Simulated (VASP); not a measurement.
# SnTe (F-43m) in VASP: band structure with HSE06

Aim: the band structure of SnTe with HSE06.

All numbers are computed with VASP 6.6.1; they aren't measurements. Logs are shortened: lines on timing, memory, paths and dates and some standing lists are left out, and cuts for length are marked.

## Step 1: The crystal as given

It takes space group F-43m (No. 216, cubic). Conventional cell: a = 7.222 Å, b = 7.222 Å, c = 7.222 Å, α = 90.00°, β = 90.00°, γ = 90.00°. Te (site symmetry -43m) has 4 Sn at 3.13 Å as nearest neighbours. Sn (site symmetry -43m) is surrounded by 4 Te at 3.13 Å.

Measurements of this composition are mostly on another form, of space group No. 225.

## Step 2: Band structure, HSE06

File POSCAR:

```
SnTe
1.0
    0.0000000000      3.6111460000      3.6111460000
    3.6111460000      0.0000000000      3.6111460000
    3.6111460000      3.6111460000      0.0000000000
Te Sn
1 1
Direct
    0.2500000000      0.2500000000      0.2500000000
    0.0000000000      0.0000000000      0.0000000000
```

File INCAR.step1:

```
PREC = Accurate ; ENCUT = 520
EDIFF = 1E-5 ; ISMEAR = 0
SIGMA = 0.02 ; LREAL = False
LASPH = True ; NELM = 80
ALGO = Normal ; ISIF = 2
LWAVE = True ; LCHARG = False
GGA = PE
```

File INCAR.step2:

```
PREC = Accurate ; ENCUT = 520
EDIFF = 1E-7 ; ISMEAR = 0
SIGMA = 0.02 ; LREAL = False
LASPH = True ; NELM = 80
ALGO = Normal ; ISIF = 2
LWAVE = False ; LCHARG = False
GGA = PE ; LHFCALC = True
HFSCREEN = 0.2 ; PRECFOCK = Fast
ISTART = 1
```

File KPOINTS:

```
regular mesh
0
Gamma
  4 4 4
```

File KPOINTS_OPT:

```
path GXWKGLUWLK,UX
12
line-mode
reciprocal
 0.0000000000  0.0000000000  0.0000000000  G
 0.5000000000  0.0000000000  0.5000000000  X

 0.5000000000  0.0000000000  0.5000000000  X
 0.5000000000  0.2500000000  0.7500000000  W

 0.5000000000  0.2500000000  0.7500000000  W
 0.3750000000  0.3750000000  0.7500000000  K

 0.3750000000  0.3750000000  0.7500000000  K
 0.0000000000  0.0000000000  0.0000000000  G

 0.0000000000  0.0000000000  0.0000000000  G
 0.5000000000  0.5000000000  0.5000000000  L

 0.5000000000  0.5000000000  0.5000000000  L
 0.6250000000  0.2500000000  0.6250000000  U

 0.6250000000  0.2500000000  0.6250000000  U
 0.5000000000  0.2500000000  0.7500000000  W

 0.5000000000  0.2500000000  0.7500000000  W
 0.5000000000  0.5000000000  0.5000000000  L

 0.5000000000  0.5000000000  0.5000000000  L
 0.3750000000  0.3750000000  0.7500000000  K

 0.6250000000  0.2500000000  0.6250000000  U
 0.5000000000  0.0000000000  0.5000000000  X
```

Potentials or basis: VASP PAW PBE potentials, release 64 (Te, Sn_d).

On the command line:

```
$ cat potpaw_PBE.64/Te/POTCAR potpaw_PBE.64/Sn_d/POTCAR > POTCAR
$ cp INCAR.step1 INCAR
$ mpirun -np 1 vasp_std > vasp.out
$ cp INCAR.step2 INCAR
$ mpirun -np 1 vasp_std > vasp.out
```

OUTCAR:

```text
PREC = Accurate
   ENCUT = 520
   EDIFF = 1E-7
   ISMEAR = 0
   LREAL = False
   LASPH = True
   NELM = 80
   ISIF = 2
   GGA = PE
   LHFCALC = True
   HFSCREEN = 0.2
   PRECFOCK = Fast
   ISTART = 1

 ion  position               nearest neighbor table
   1  0.250  0.250  0.250-   2 3.13   2 3.13   2 3.13   2 3.13
   2  0.000  0.000  0.000-   1 3.13   1 3.13   1 3.13   1 3.13

  LATTYP: Found a face centered cubic cell.
 ALAT       =     7.2222920000

  Lattice vectors:

 A1 = (   0.0000000000,   3.6111460000,   3.6111460000)
 A2 = (   3.6111460000,   0.0000000000,   3.6111460000)
 A3 = (   3.6111460000,   3.6111460000,   0.0000000000)

Analysis of symmetry for initial positions (statically):
=====================================================================
 Subroutine PRICEL returns:
 Original cell was already a primitive cell.

 Routine SETGRP: Setting up the symmetry group for a
 face centered cubic supercell.

 Subroutine GETGRP returns: Found 24 space group operations
 (whereof 24 operations were pure point group operations)
 out of a pool of 48 trial point group operations.

The static configuration has the point symmetry T_d .

Analysis of symmetry for dynamics (positions and initial velocities):
=====================================================================
 Subroutine PRICEL returns:
 Original cell was already a primitive cell.

 Routine SETGRP: Setting up the symmetry group for a
 face centered cubic supercell.

 Subroutine GETGRP returns: Found 24 space group operations
 (whereof 24 operations were pure point group operations)
 out of a pool of 48 trial point group operations.

The dynamic configuration has the point symmetry T_d .

 Subroutine INISYM returns: Found 24 space group operations
 (whereof 24 operations are pure point group operations),
 and found     1 'primitive' translations

----------------------------------------------------------------------------------------

                                     Primitive cell

  volume of cell :      94.1814

  direct lattice vectors                    reciprocal lattice vectors
     0.000000000  3.611146000  3.611146000    -0.138460201  0.138460201  0.138460201
     3.611146000  0.000000000  3.611146000     0.138460201 -0.138460201  0.138460201
     3.611146000  3.611146000  0.000000000     0.138460201  0.138460201 -0.138460201

  length of vectors
     5.106931649  5.106931649  5.106931649     0.239820102  0.239820102  0.239820102

  position of ions in fractional coordinates (direct lattice)
     0.250000000  0.250000000  0.250000000
     0.000000000  0.000000000  0.000000000

  ion indices of the primitive-cell ions
   primitive index   ion index
                 1           1
                 2           2

----------------------------------------------------------------------------------------

 KPOINTS: regular mesh

Automatic generation of k-mesh.
 Grid dimensions read from file:
 generate k-points for:    4    4    4

 Generating k-lattice:

  Cartesian coordinates                     Fractional coordinates (reciprocal lattice)
    -0.034615050  0.034615050  0.034615050     0.250000000  0.000000000  0.000000000
     0.034615050 -0.034615050  0.034615050     0.000000000  0.250000000  0.000000000
     0.034615050  0.034615050 -0.034615050     0.000000000  0.000000000  0.250000000

  Length of vectors
     0.059955026  0.059955026  0.059955026

  Shift w.r.t. Gamma in fractional coordinates (k-lattice)
     0.000000000  0.000000000  0.000000000

 Subroutine IBZKPT returns following result:
 ===========================================

 Found      8 irreducible k-points:

 Following reciprocal coordinates:
            Coordinates               Weight
  0.000000  0.000000  0.000000      1.000000
  0.250000  0.000000  0.000000      8.000000
  0.500000  0.000000  0.000000      4.000000
  0.250000  0.250000  0.000000      6.000000
  0.500000  0.250000  0.000000     24.000000
 -0.250000  0.250000  0.000000     12.000000
  0.500000  0.500000  0.000000      3.000000
 -0.250000  0.500000  0.250000      6.000000
   k-points           NKPTS =      8   k-points in BZ     NKDIM =     64   number of bands    NBANDS=     14
   number of dos      NEDOS =    301   number of ions     NIONS =      2
   total plane-waves  NPLWV =  64000
   dimension x,y,z NGX =    40 NGY =   40 NGZ =   40
   dimension x,y,z NGXF=    80 NGYF=   80 NGZF=   80
   ions per type =               1   1
   NGX,Y,Z   is equivalent  to a cutoff of  13.02, 13.02, 13.02 a.u.
   NGXF,Y,Z  is equivalent  to a cutoff of  26.04, 26.04, 26.04 a.u.
 SYSTEM =  unknown system
   PREC   = accura    normal or accurate (medium, high low for compatibility)
   ISTART =      1    job   : 0-new  1-cont  2-samecut
   ICHARG =      0    charge: 1-file 2-atom 10-const
   ISPIN  =      1    spin polarized calculation?
   LNONCOLLINEAR =      F non collinear calculations
   LSORBIT =      F    spin-orbit coupling
   LASPH  =      T    aspherical Exc in radial PAW
   ENCUT  =  520.0 eV  38.22 Ry    6.18 a.u.   9.50  9.50  9.50*2*pi/ulx,y,z
   NELM   =     80;   NELMIN=  2; NELMDL=  0     # of ELM steps
   EDIFF  = 0.1E-06   stopping-criterion for ELM
   LREAL  =      F    real-space projection
   EDIFFG = 0.1E-05   stopping-criterion for IOM
   NSW    =      0    number of steps for IOM
   IBRION =     -1    ionic relax: 0-MD 1-quasi-New 2-CG
   NFREE  =      0    steps in history (QN), initial steepest desc. (CG)
   ISIF   =      2    stress and relaxation
   ISYM   =      3    0-nonsym 1-usesym 2-fastsym
   POTIM  = 0.5000    time-step for ionic-motion
   TEBEG  =    0.0;   TEEND  =   0.0 temperature during run
   PSTRESS=    0.0 pullay stress
   NELECT =      20.0000    total number of electrons
   NUPDOWN=      -1.0000    fix difference up-down
   EMIN   =  10.00;   EMAX   =-10.00  energy-range for DOS
   EFERMI =   0.00;   METHOD = LEGACY
   ISMEAR =     0;   SIGMA  =   0.02  broadening in eV -4-tet -1-fermi 0-gaus
   EFERMI_NEDOS =   21; number of points for ismear=-14 and -15
   IALGO  =     38    algorithm
   IMIX   =      1    mixing-type and parameters
     AMIX     =   0.40;   BMIX     =  1.00
     AMIX_MAG =   1.60;   BMIX_MAG =  1.00
  volume/ion in A,a.u.               =      47.09       317.78
  Fermi-wavevector in a.u.,A,eV,Ry     =   0.976704  1.845704 12.979296  0.953951
  Thomas-Fermi vector in A             =   2.107344
   LORBIT       =      0    0 simple, 1 ext, 2 COOP (PROOUT), +10 PAW based schemes
   GGA     = PE    functional components
   LHFCALC =     T    Hartree Fock is set to
   PRECFOCK=fast      Normal, Fast or Accurate (Low or Medium for compatibility)
   ENCUT4O =  -1.0   cutoff for four orbital integrals eV
   NKREDX  =     1    reduce k-point grid by
   NKREDY  =     1    reduce k-point grid by
   NKREDZ  =     1    reduce k-point grid by
   AEXX    =    0.2500 exact exchange contribution
   HFSCREEN=    0.2000 screening length (either q_TF or 0.3 A-1)
   HFSCREENC=   0.2000 screening length for correlation (either q_TF or 0.3 A-1)
   ENCUTFOCK=  -1.0 apply spherical cutoff to Coloumb kernel
   IVDW    =     0    specifies the selected vdW correction
   LEPSILON=     F    determine dielectric tensor
   LRPA    =     F    only Hartree local field effects (RPA)
 non-spin polarized calculation
 Gauss-broadening in eV      SIGMA  =   0.02
  energy-cutoff  :      520.00
  volume of cell :       94.18
 maximum number of plane-waves:      2637
 NGX is ok and might be reduce to    40
  NGX = 24; NGY = 24; NGZ = 24

 number of electron      19.9999999 magnetization

 Free energy of the ion-electron system (eV)
  ---------------------------------------------------
  ext. energy  EPLUGINS =         0.00000000
  ---------------------------------------------------
  free energy    TOTEN  =        -8.46960111 eV

  energy without entropy =       -8.46960111  energy(sigma->0) =       -8.46960111

 E-fermi :   3.1044     XC(G=0):  -6.2755

 val. band max:        3.0104117464   @ k =  -0.2500   0.5000   0.2500
 cond. band min:       3.3905368349   @ k =   0.5000   0.5000   0.0000
 fundamental gap:      0.3801250885
 Fermi energy:         3.1043689841

 k-point     1 :       0.0000    0.0000    0.0000
  band No.  band energies     occupation
      1     -21.1660      2.00000
      2     -21.1660      2.00000
      3     -21.1660      2.00000
      4     -21.1548      2.00000
      5     -21.1548      2.00000
      6      -9.7853      2.00000
      7      -2.6387      2.00000
      8       0.7309      2.00000
      9       0.7309      2.00000
     10       0.7309      2.00000
     11       4.3679      0.00000
     12       4.3679      0.00000
     13       4.3679      0.00000
     14       7.5135      0.00000

 k-point     2 :       0.2500    0.0000    0.0000
  band No.  band energies     occupation
      1     -21.1663      2.00000
      2     -21.1651      2.00000
      3     -21.1651      2.00000
      4     -21.1548      2.00000
      5     -21.1548      2.00000
      6      -9.5103      2.00000
      7      -3.8108      2.00000
      8       0.4070      2.00000
      9       0.4070      2.00000
     10       0.9280      2.00000
     11       4.8994      0.00000
     12       4.8994      0.00000
     13       5.1099      0.00000
     14       8.8606      0.00000

 k-point     3 :       0.5000    0.0000    0.0000
  band No.  band energies     occupation
      1     -21.1667      2.00000
      2     -21.1643      2.00000
      3     -21.1643      2.00000
      4     -21.1547      2.00000
      5     -21.1547      2.00000
      6      -9.1651      2.00000
      7      -4.7851      2.00000
      8       0.1499      2.00000
      9       0.1499      2.00000
     10       0.7646      2.00000
     11       5.2252      0.00000
     12       5.2252      0.00000
     13       6.9447      0.00000
     14       9.1128      0.00000

 k-point     4 :       0.2500    0.2500    0.0000
  band No.  band energies     occupation
      1     -21.1675      2.00000
      2     -21.1643      2.00000
      3     -21.1642      2.00000
      4     -21.1553      2.00000
      5     -21.1544      2.00000
      6      -9.4119      2.00000
      7      -4.0577      2.00000
      8      -0.0402      2.00000
      9      -0.0402      2.00000
     10       1.9220      2.00000
     11       3.6485      0.00000
     12       5.8298      0.00000
     13       5.8298      0.00000
     14       7.9878      0.00000

 k-point     5 :       0.5000    0.2500    0.0000
  band No.  band energies     occupation
      1     -21.1677      2.00000
      2     -21.1635      2.00000
      3     -21.1634      2.00000
      4     -21.1553      2.00000
      5     -21.1544      2.00000
      6      -9.0479      2.00000
      7      -4.9330      2.00000
      8      -0.7779      2.00000
      9      -0.2508      2.00000
     10       2.2581      2.00000
     11       4.4539      0.00000
     12       6.3026      0.00000
     13       6.3123      0.00000
     14       8.8296      0.00000

 k-point     6 :      -0.2500    0.2500    0.0000
  band No.  band energies     occupation
      1     -21.1669      2.00000
      2     -21.1642      2.00000
      3     -21.1640      2.00000
      4     -21.1548      2.00000
      5     -21.1548      2.00000
      6      -9.1765      2.00000
      7      -4.6630      2.00000
      8      -0.7841      2.00000
      9       0.1300      2.00000
     10       2.0008      2.00000
     11       5.1679      0.00000
     12       5.4957      0.00000
     13       5.8097      0.00000
     14       9.0243      0.00000

 k-point     7 :       0.5000    0.5000    0.0000
  band No.  band energies     occupation
      1     -21.1690      2.00000
      2     -21.1625      2.00000
      3     -21.1625      2.00000
      4     -21.1558      2.00000
      5     -21.1540      2.00000
      6      -8.9114      2.00000
      7      -5.1959      2.00000
      8      -0.5713      2.00000
      9      -0.5713      2.00000
     10       2.2308      2.00000
     11       3.3905      0.00000
     12       7.5226      0.00000
     13       7.5226      0.00000
     14       8.9356      0.00000

 k-point     8 :      -0.2500    0.5000    0.2500
  band No.  band energies     occupation
      1     -21.1678      2.00000
      2     -21.1637      2.00000
      3     -21.1626      2.00000
      4     -21.1553      2.00000
      5     -21.1544      2.00000
      6      -8.9076      2.00000
      7      -5.1716      2.00000
      8      -0.8700      2.00000
      9      -0.7472      2.00000
     10       3.0104      2.00000
     11       4.7373      0.00000
     12       5.6496      0.00000
     13       6.6060      0.00000
     14       8.8928      0.00000

------------------------ aborting loop because EDIFF is reached ----------------------------------------

  FORCE on cell =-STRESS in cart. coord.  units (eV):
  Direction    XX          YY          ZZ          XY          YZ          ZX
  --------------------------------------------------------------------------------------
  -------------------------------------------------------------------------------------
  Total       -0.4251399     -0.4251399     -0.4251399      0.0000000      0.0000000     -0.0000000
  in kB       -7.2323144     -7.2323144     -7.2323144      0.0000000      0.0000000     -0.0000000
  external PRESSURE =      -7.2323144 kB  Pullay stress =       0.0000000 kB

 VOLUME and BASIS-vectors are now :
 -----------------------------------------------------------------------------
  energy-cutoff  :      520.00
  volume of cell :       94.18
      direct lattice vectors                 reciprocal lattice vectors
     0.000000000  3.611146000  3.611146000    -0.138460201  0.138460201  0.138460201
     3.611146000  0.000000000  3.611146000     0.138460201 -0.138460201  0.138460201
     3.611146000  3.611146000  0.000000000     0.138460201  0.138460201 -0.138460201

 POSITION                                       TOTAL-FORCE (eV/Angst)
 -----------------------------------------------------------------------------------
      1.80557      1.80557      1.80557        -0.000000     -0.000000     -0.000000
      0.00000      0.00000      0.00000         0.000000      0.000000      0.000000
 -----------------------------------------------------------------------------------
    total drift:                                0.000002     -0.000001     -0.000000

  FREE ENERGIE OF THE ION-ELECTRON SYSTEM (eV)
  ---------------------------------------------------
  free  energy   TOTEN  =        -8.4696011142 eV

  energy  without entropy=       -8.4696011142  energy(sigma->0) =       -8.46960111
```

It took 32 min on 1 thread of Intel Xeon 6975P-C (Granite Rapids), shared host; peak memory 0.4 GiB.

What came out:

| Quantity | Value |
| --- | --- |
| Free energy | -8.4696 eV |
| Pressure | -0.7 GPa |
| Band gap on the k mesh | 0.38 eV, indirect (least direct gap 1.16 eV) |
| Band gap along the path | 0.38 eV, indirect (least direct gap 1.16 eV) |

Levels at the corners of the path, in eV from the valence-band top:
```csv
point,band 7,band 8,band 9,band 10,band 11,band 12,band 13,band 14
Γ,-5.65,-2.28,-2.28,-2.28,1.36,1.36,1.36,4.50
X,-8.21,-3.58,-3.58,-0.78,0.38,4.51,4.51,5.93
X,-8.21,-3.58,-3.58,-0.78,0.38,4.51,4.51,5.93
W,-8.18,-3.88,-3.76,0.00,1.73,2.64,3.60,5.88
W,-8.18,-3.88,-3.76,0.00,1.73,2.64,3.60,5.88
K,-8.15,-4.01,-3.37,-0.54,1.47,3.56,3.73,5.20
K,-8.15,-4.01,-3.37,-0.54,1.47,3.56,3.73,5.20
Γ,-5.65,-2.28,-2.28,-2.28,1.36,1.36,1.36,4.50
Γ,-5.65,-2.28,-2.28,-2.28,1.36,1.36,1.36,4.50
L,-7.80,-2.86,-2.86,-2.25,2.21,2.21,3.93,6.10
L,-7.80,-2.86,-2.86,-2.25,2.21,2.21,3.93,6.10
U,-8.15,-4.01,-3.37,-0.54,1.47,3.56,3.73,5.20
U,-8.15,-4.01,-3.37,-0.54,1.47,3.56,3.73,5.20
W,-8.18,-3.88,-3.76,0.00,1.73,2.64,3.60,5.88
W,-8.18,-3.88,-3.76,0.00,1.73,2.64,3.60,5.88
L,-7.80,-2.86,-2.86,-2.25,2.21,2.21,3.93,6.10
L,-7.80,-2.86,-2.86,-2.25,2.21,2.21,3.93,6.10
K,-8.15,-4.01,-3.37,-0.54,1.47,3.56,3.73,5.20
U,-8.15,-4.01,-3.37,-0.54,1.47,3.56,3.73,5.20
X,-8.21,-3.58,-3.58,-0.78,0.38,4.51,4.51,5.93
```

Caveat: the PAW data sets were made with another functional, which shifts forces and pressure a little; spin-orbit coupling is left out, which moves the levels of the heavy elements.
